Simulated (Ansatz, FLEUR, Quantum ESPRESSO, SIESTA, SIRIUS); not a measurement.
**BN: 5 runs at one level of theory**

```
N B
1.0
     2.55394    0.00000    0.00000
    -1.27697    2.21178    0.00000
     0.00000    0.00000    4.22685
N B
2 2
Direct
  0.33333 0.66667 0.12528
  0.66667 0.33333 0.62528
  0.33333 0.66667 0.49972
  0.66667 0.33333 0.99972
```

Measurements of this composition are mostly on another form, of space group No. 194.

Alike in all runs: task band structure; functional PBEsol; k mesh 12 × 12 × 6; occupations fermi-dirac, width 0.05 eV; no spin polarisation; no spin-orbit coupling. Pressure is positive in compression and, in plane waves, holds the error of the finite cutoff. Gaps are the smaller of the mesh's and the band path's.

```tsv
program and potentials	plane-wave cutoff (eV)	notes	band gap (eV)	pressure (GPa)
SIESTA, files PseudoDojo sr-pbesol-0.4.1-standard, DZP (energy shift 0.003 Ry)	-	atomic basis	5.09	-2.11
FLEUR, all-electron, FLAPW	-	-	4.97	-
SIRIUS, all-electron FP-LAPW, apw+lo standard	-	-	4.98	-
Ansatz, all-electron LAPW, scalar-relativistic	-	-	4.98	-5.89
Quantum ESPRESSO, GBRV 1.5 PBEsol	612	-	4.97	-5.37
```

The band gap spans 4.97 (Quantum ESPRESSO, GBRV 1.5 PBEsol) to 5.09 eV (SIESTA, files PseudoDojo sr-pbesol-0.4.1-standard, DZP (energy shift 0.003 Ry)), with all-electron results at 4.97 to 4.98. The pressure spans -5.89 (Ansatz, all-electron LAPW, scalar-relativistic) to -2.11 GPa (SIESTA, files PseudoDojo sr-pbesol-0.4.1-standard, DZP (energy shift 0.003 Ry)), with all-electron results at -5.89. Rows in atomic bases carry the error of their basis and grid, which can be large.

The functional is the same throughout but for its coding, so the spread measures potentials, basis and numerics; runs on potential files found faulty are left out.

The coordinates describe wurtzite BN, whose wide gap comes from strong, polar sp3 bonds between small atoms. The valence edge is mainly N 2p, while the lowest conduction states are antibonding with substantial B character. The all-electron and plane-wave gaps nearly coincide, so the potential matters little here. The larger SIESTA value, 5.09 eV, probably reflects a compact atomic basis that describes the conduction states less flexibly than the valence states. Agreement among codes doesn't make this the quasiparticle gap, which a semilocal Kohn-Sham calculation normally underestimates, largely because it lacks the derivative discontinuity.

The negative pressures show that the cell is stretched relative to its PBEsol equilibrium. In so stiff a covalent network, even a small excess volume produces a stress of several GPa. The weaker tension in SIESTA, -2.11 GPa against -5.89 GPa in the all-electron run, suggests that its basis favours a larger equilibrium volume. Pressure is thus the more sensitive test of the numerics, and the close gaps don't imply equally reliable equilibrium structures.
